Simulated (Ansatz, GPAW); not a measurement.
**One calculation of HfN, 3 ways**

```xyz
2
Lattice="0.0000 2.2560 2.2560 2.2560 0.0000 2.2560 2.2560 2.2560 0.0000" Properties=species:S:1:pos:R:3 pbc="T T T"
Hf    0.0000    0.0000    0.0000
N     2.2560    2.2560    2.2560
```

Alike in all runs: task single point; functional PBE; k mesh 10 × 10 × 10; occupations gaussian, width 0.015 eV; no spin polarisation; no spin-orbit coupling. Pressure is positive in compression and, in plane waves, holds the error of the finite cutoff, which Ansatz's Pulay term estimates and takes out.

| program and potentials | plane-wave cutoff (eV) | notes | band gap (eV) | pressure (GPa) |
| --- | --- | --- | --- | --- |
| Ansatz, Ansatz PAW | 420 | 15.5 valence electrons an atom on average; Pulay term of +0.50 GPa included | no gap | 6.59 |
| GPAW, GPAW PAW data sets (gpaw-data 1.2.1) | 800 | 8.5 valence electrons an atom on average | no gap | 6.71 |
| Ansatz, all-electron LAPW, scalar-relativistic | - | - | no gap | 6.66 |

None finds a gap. The pressure spans 6.59 (Ansatz, Ansatz PAW) to 6.71 GPa (GPAW, GPAW PAW data sets (gpaw-data 1.2.1)), with all-electron results at 6.66.

Differences between rows come from potentials, basis sets and numerical settings, since the functional is the same but for its coding. Runs on potential files found faulty are left out.
